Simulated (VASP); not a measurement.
# ZnSe in VASP: one cell, several levels of theory

Zincblende ZnSe, under -3.0 % biaxial strain in x and y, free along z is computed at one geometry. Runs: PBE, r2SCAN.

The runs shown are made with VASP 6.6.1. PAW datasets, plane waves. No spin polarisation and no zero-point or thermal motion.

### 1 The system as given

The cell comes from an earlier relaxation with r2SCAN in another program, then strained, with the atoms relaxed again.

The symmetry is I-4m2 (No. 119, tetragonal); a = 3.885 Å, c = 5.859 Å in the conventional setting, 22.11 Å³ an atom. Around Zn lie 4 Se at 2.43 Å; around Se lie 4 Zn at 2.43 Å.

Coordinates:

```cif
data_structure
_symmetry_space_group_name_H-M 'P 1'
_symmetry_Int_Tables_number 1
_cell_length_a 4.0164
_cell_length_b 4.0164
_cell_length_c 3.8855
_cell_angle_alpha 61.073
_cell_angle_beta 61.073
_cell_angle_gamma 57.855
_cell_volume 44.23
loop_
_atom_site_label
_atom_site_type_symbol
_atom_site_fract_x
_atom_site_fract_y
_atom_site_fract_z
_atom_site_occupancy
Zn1 Zn 0.00000 0.00000 0.00000 1
Se1 Se 0.25000 0.25000 0.25000 1
```

### 2 PBE at this geometry

INCAR reads:

```
ENCUT = 520.000000
SIGMA = 0.020000
EDIFF = 1.00e-07
GGA = PE
PREC = Accurate
IBRION = -1
ISIF = 2
ISMEAR = -1
NBANDS = 16
NELM = 120
NSW = 0
LASPH = .TRUE.
LCHARG = .FALSE.
LWAVE = .FALSE.
LREAL = .FALSE.
```

KPOINTS reads:

```
KPOINTS created by Atomic Simulation Environment
0
Gamma
8 8 8
0 0 0
```

KPOINTS_OPT reads:

```
special points
6
Reciprocal
0.0000000000 0.0000000000 0.0000000000 1
-0.5000000000 -0.5000000000 0.0000000000 1
-0.3750000000 -0.3750000000 0.2500000000 1
-0.3750000000 0.0000000000 0.3750000000 1
0.0000000000 0.0000000000 0.5000000000 1
-0.5000000000 -0.2500000000 0.2500000000 1
```

POSCAR reads:

```
Zn Se
 1.0000000000000000
     0.0000000000000000    2.7474480638999998    2.9296683481999999
     2.7474480638999998    0.0000000000000000    2.9296683481999999
     2.7474480638999998    2.7474480638999998    0.0000000000000000
 Zn  Se
   1   1
Cartesian
  0.0000000000000000  0.0000000000000000  0.0000000000000000
  1.3737240319499997  1.3737240319499997  1.4648341740999997
```

Potentials: the recommended PBE PAW datasets, 18 valence electrons in the neutral cell.

The run is started by

```console
$ mpirun -np 1 vasp_std
```

Printed to the terminal (iteration lines stand in OSZICAR):

```text
POSCAR found type information on POSCAR ZnSe
 POSCAR found :  2 types and       2 ions
 LDA part: xc-table for (Slater+PW92), standard interpolation
 POSCAR, INCAR and KPOINTS ok, starting setup
 FFT: planning ... GRIDC
 FFT: planning ... GRID_SOFT
 FFT: planning ... GRID
 WAVECAR not read
 entering main loop
 Start KPOINTS_OPT (optional k-point list driver)
k-point batch [1-6\6]
```

OSZICAR:

```text
N       E                     dE             d eps       ncg     rms          rms(c)
DAV:   1     0.868598374035E+02    0.86860E+02   -0.88161E+03  1896   0.130E+03
DAV:   2    -0.907117263355E+00   -0.87767E+02   -0.82078E+02  2152   0.254E+02
DAV:   3    -0.622915591624E+01   -0.53220E+01   -0.53036E+01  2304   0.606E+01
DAV:   4    -0.627059345117E+01   -0.41438E-01   -0.41435E-01  2352   0.580E+00
DAV:   5    -0.627078349203E+01   -0.19004E-03   -0.19004E-03  2344   0.352E-01    0.500E+00
DAV:   6    -0.599983371370E+01    0.27095E+00   -0.53587E-01  2792   0.244E+01    0.379E+00
DAV:   7    -0.597977045922E+01    0.20063E-01   -0.15976E-01  2216   0.360E+00    0.161E+00
DAV:   8    -0.597946441713E+01    0.30604E-03   -0.45828E-03  2584   0.732E-01    0.465E-01
DAV:   9    -0.597966115264E+01   -0.19674E-03   -0.11403E-03  2304   0.260E-01    0.652E-02
DAV:  10    -0.597976940740E+01   -0.10825E-03   -0.21903E-04  2392   0.112E-01    0.246E-02
DAV:  11    -0.597975731737E+01    0.12090E-04   -0.42190E-05  2224   0.565E-02    0.500E-03
DAV:  12    -0.597975824652E+01   -0.92916E-06   -0.56071E-06  2488   0.142E-02    0.249E-03
DAV:  13    -0.597975853459E+01   -0.28807E-06   -0.43069E-07  2304   0.471E-03    0.120E-03
DAV:  14    -0.597975849963E+01    0.34963E-07   -0.25632E-08  2032   0.201E-03
   1 F= -.59797585E+01 E0= -.59797585E+01  d E =-.303395E-10
       N       E                     dE             ncg
DAV:   1     0.175924298070E+04   -0.30836E+04      200
DAV:   2     0.127764807303E+04   -0.48159E+03      208
DAV:   3     0.124759549633E+04   -0.30053E+02      232
DAV:   4     0.124737598569E+04   -0.21951E+00      240
DAV:   5     0.124737500697E+04   -0.97872E-03      240
DAV:   6     0.124737499930E+04   -0.76765E-05      256
DAV:   7     0.124737499922E+04   -0.77645E-07      248
```

The lines after F= are the extra pass for the points of KPOINTS_OPT, at fixed density; their E is not a total energy.

Parts of OUTCAR:

```text
k-points           NKPTS =     59   k-points in BZ     NKDIM =     59   number of bands    NBANDS=     16

   NELECT =      18.0000    total number of electrons

   dimension x,y,z NGX =    30 NGY =   30 NGZ =   30
   dimension x,y,z NGXF=    60 NGYF=   60 NGZF=   60

  energy-cutoff  :      520.00
  volume of cell :       44.23
      direct lattice vectors                 reciprocal lattice vectors
     0.000000000  2.747448064  2.929668348    -0.181987062  0.181987062  0.170667782
     2.747448064  0.000000000  2.929668348     0.181987062 -0.181987062  0.170667782
     2.747448064  2.747448064  0.000000000     0.181987062  0.181987062 -0.170667782

 k-points in reciprocal lattice and weights: KPOINTS created by Atomic Simulation Env
   0.00000000  0.00000000  0.00000000       0.002
   0.12500000 -0.00000000  0.00000000       0.016
   0.25000000 -0.00000000  0.00000000       0.016
   0.37500000 -0.00000000  0.00000000       0.016
   0.50000000 -0.00000000  0.00000000       0.008
   0.12500000  0.12500000  0.00000000       0.004
   0.25000000  0.12500000  0.00000000       0.016
   0.37500000  0.12500000  0.00000000       0.016
[... 51 more k-points ...]

 E-fermi :   2.3175

 k-point     1 :       0.0000    0.0000    0.0000
  band No.  band energies     occupation
      1     -11.5768      2.00000
      2      -4.8094      2.00000
      3      -4.7770      2.00000
      4      -4.7770      2.00000
      5      -4.4035      2.00000
      6      -4.3902      2.00000
      7       1.6751      2.00000
      8       1.9490      2.00000
      9       1.9490      2.00000
     10       3.2484      0.00000
     11       7.6727      0.00000
     12       7.6727      0.00000
     13       7.6935      0.00000
     14      11.8736      0.00000
     15      12.7249      0.00000
     16      13.9866      0.00000

 k-point     2 :       0.1250   -0.0000    0.0000
  band No.  band energies     occupation
      1     -11.4702      2.00000
      2      -4.7981      2.00000
      3      -4.7681      2.00000
      4      -4.7593      2.00000
      5      -4.4031      2.00000
      6      -4.3933      2.00000
      7       0.5125      2.00000
      8       1.5954      2.00000
      9       1.8097      2.00000
     10       4.2325      0.00000
     11       7.5572      0.00000
     12       7.9515      0.00000
     13       7.9956      0.00000
     14      12.0148      0.00000
     15      12.8357      0.00000
     16      13.0159      0.00000

 k-point     3 :       0.2500   -0.0000    0.0000
  band No.  band energies     occupation
      1     -11.1922      2.00000
      2      -4.7597      2.00000
      3      -4.7229      2.00000
      4      -4.7198      2.00000
      5      -4.3966      2.00000
      6      -4.3956      2.00000
      7      -1.2596      2.00000
      8       1.2102      2.00000
      9       1.5128      2.00000
     10       4.6626      0.00000
     11       8.0437      0.00000
     12       8.4360      0.00000
     13       8.6717      0.00000
     14      12.0231      0.00000
     15      12.5198      0.00000
     16      12.8825      0.00000

 k-point     4 :       0.3750   -0.0000    0.0000
  band No.  band energies     occupation
      1     -10.8781      2.00000
      2      -4.7264      2.00000
      3      -4.6868      2.00000
      4      -4.5378      2.00000
      5      -4.3914      2.00000
      6      -4.3745      2.00000
      7      -2.7501      2.00000
      8       0.8798      2.00000
      9       1.2555      2.00000
     10       4.4968      0.00000
     11       8.1186      0.00000
     12       8.5549      0.00000
     13      10.0293      0.00000
     14      12.3140      0.00000
     15      13.4081      0.00000
     16      13.7304      0.00000

 k-point     5 :       0.5000   -0.0000    0.0000
  band No.  band energies     occupation
      1     -10.7345      2.00000
      2      -4.7177      2.00000
      3      -4.6758      2.00000
      4      -4.3859      2.00000
      5      -4.3739      2.00000
      6      -4.2296      2.00000
      7      -3.5362      2.00000
      8       0.7534      2.00000
      9       1.1575      2.00000
     10       4.3977      0.00000
     11       8.0567      0.00000
     12       8.5092      0.00000
     13      10.5403      0.00000
     14      12.9197      0.00000
     15      14.8382      0.00000
     16      15.2223      0.00000

 k-point     6 :       0.1250    0.1250    0.0000
  band No.  band energies     occupation
      1     -11.4454      2.00000
      2      -4.8178      2.00000
      3      -4.7446      2.00000
      4      -4.7446      2.00000
      5      -4.4169      2.00000
      6      -4.3844      2.00000
      7       0.3766      2.00000
      8       1.5325      2.00000
      9       1.5325      2.00000
     10       4.6264      0.00000
     11       7.0317      0.00000
     12       8.3676      0.00000
     13       8.3676      0.00000
     14      10.7709      0.00000
     15      13.0538      0.00000
     16      14.1846      0.00000

 k-point     7 :       0.2500    0.1250    0.0000
  band No.  band energies     occupation
      1     -11.2322      2.00000
      2      -4.7997      2.00000
      3      -4.7057      2.00000
      4      -4.7040      2.00000
      5      -4.4223      2.00000
      6      -4.3810      2.00000
      7      -0.8626      2.00000
      8       1.0483      2.00000
      9       1.1688      2.00000
     10       5.3870      0.00000
     11       7.0385      0.00000
     12       8.6390      0.00000
     13       9.0285      0.00000
     14      10.7399      0.00000
     15      13.7678      0.00000
     16      14.1062      0.00000

 k-point     8 :       0.3750    0.1250    0.0000
  band No.  band energies     occupation
      1     -10.9266      2.00000
      2      -4.7390      2.00000
      3      -4.6664      2.00000
      4      -4.6039      2.00000
      5      -4.4030      2.00000
      6      -4.3791      2.00000
      7      -2.2678      2.00000
      8       0.4662      2.00000
      9       0.9315      2.00000
     10       5.4320      0.00000
     11       7.5366      0.00000
     12       9.2072      0.00000
     13       9.2613      0.00000
     14      12.1663      0.00000
     15      13.6792      0.00000
     16      14.1823      0.00000

[... the tables of k-points 9 to 59 left out ...]

  Total        1.4054748      1.4054748      0.7426531      0.0000000      0.0000000      0.0000000
  in kB       50.9127106     50.9127106     26.9022831      0.0000000      0.0000000      0.0000000
  external PRESSURE =      42.9092348 kB  Pullay stress =       0.0000000 kB

 POSITION                                       TOTAL-FORCE (eV/Angst)
 -----------------------------------------------------------------------------------
      0.00000      0.00000      0.00000        -0.000000     -0.000000      0.000000
      1.37372      1.37372      1.46483         0.000000      0.000000      0.000000
 -----------------------------------------------------------------------------------
    total drift:                               -0.000001     -0.000001      0.000001

  FREE ENERGIE OF THE ION-ELECTRON SYSTEM (eV)
  ---------------------------------------------------
  free  energy   TOTEN  =        -5.9797584996 eV

  energy  without entropy=       -5.9797584996  energy(sigma->0) =       -5.97975850
```

Run time: 49 s. Hardware: 1 MPI rank of Intel Xeon Platinum 8488C, shared host; peak memory 0.21 GiB.

The levels at the points of KPOINTS_OPT are read from vasprun.xml.

Near the gap, in eV above the top of the last filled band v; c is the band after it:

```csv
point,v−1,v,c,c+1
Γ,0.00,0.00,1.30,5.72
X,-2.13,-2.13,3.05,3.78
U,-3.31,-1.72,3.79,5.93
K,-3.30,-2.07,3.33,5.39
L,-1.20,-0.79,2.45,6.11
W,-2.92,-2.89,5.52,5.72
```

The PBE gap is 1.30 eV, direct at Γ. The pressure is 4.29 GPa; the forces vanish within 0.01 eV/Å.

[end of part 1 of 2]
